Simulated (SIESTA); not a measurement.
Crystal: B.

```
CELL_PARAMETERS angstrom
1.88524 0.00000 0.00000
0.00000 1.88524 0.00000
0.00000 0.00000 1.88524
ATOMIC_POSITIONS crystal
B 0.50000 0.50000 0.50000
```

The cell was built by a generator and needn't be a form met in nature.

```yaml
Program: SIESTA 5.4.2
Task: relaxation of cell and atoms
Functional: PBE
Potentials_or_basis: PseudoDojo 0.4 standard (PBE files)
Basis: SZ (energy shift 0.003 Ry)
Grid_cutoff: 500 Ry
Energy_shift: 0.003 Ry
k_mesh: 10 × 10 × 10
Occupations: fermi-dirac, width 0.05 eV
Spin: no spin polarisation
```

At the start: pressure 19.2 GPa; volume 6.70 Å³/atom.

**Question.** Where does the relaxation end?

**Answer.** Over 4 steps the energy falls by 31.2 meV/atom and the volume is 7.24 Å³/atom (+8.0 %); space group Pm-3m (No. 221, to 0.05 Å).

The path:
```tsv
step	energy change (eV)	largest force (eV/Å)	pressure (GPa)	volume (Å³)
1	0.0000	0.0000	19.15	6.70
2	-0.0016	0.0000	18.61	6.71
3	-0.0312	0.0000	0.55	7.21
4	-0.0312	0.0000	-0.05	7.24
```

Final structure:
```
B
1.0
     1.93413    0.00000    0.00000
     0.00000    1.93413    0.00000
     0.00000    0.00000    1.93413
B
1
Direct
  0.50000 0.50000 0.50000
```

Caveat: the basis has no polarisation orbitals; the basis of atomic orbitals isn't converged, which shifts pressures, moduli and gaps.
